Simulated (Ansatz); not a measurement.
## All-electron equations of state of elemental crystals

All-electron LAPW (Ansatz 0.2.0), scalar-relativistic, no spin, Fermi–Dirac smearing 0.136 eV, k-meshes of 8 to 18 points an axis; Birch–Murnaghan fits to pressures. Some or most of these lattices are hypothetical for the element, and V0 is the minimum nearest the starting volume; lattices without a usable fit are left out; mesh and smearing are coarse, and magnetic elements are treated as non-magnetic.

```csv
element,lattice,functional,V0 (Å³/atom),B0 (GPa),B′,k-points per axis
C,bcc,LDA,6.32,222,3.9,18
C,bcc,PBE,6.70,183,4.3,18
C,bcc,PBEsol,6.44,211,4.1,18
C,diamond,PBE,5.69,434,3.7,13
C,diamond,PBEsol,5.61,450,3.7,13
C,fcc,LDA,6.86,180,3.6,18
C,fcc,PBE,7.33,152,3.7,18
C,fcc,PBEsol,7.00,173,3.6,18
C,sc,PBE,5.61,326,3.7,18
C,sc,PBEsol,5.49,348,3.4,18
```

Question: Give V0 and B0 for diamond C in LDA.

Answer: 5.51 Å³/atom and 467.4 GPa.

Question: Give V0 and B0 for sc C in LDA.

Answer: 5.37 Å³/atom and 355.9 GPa.
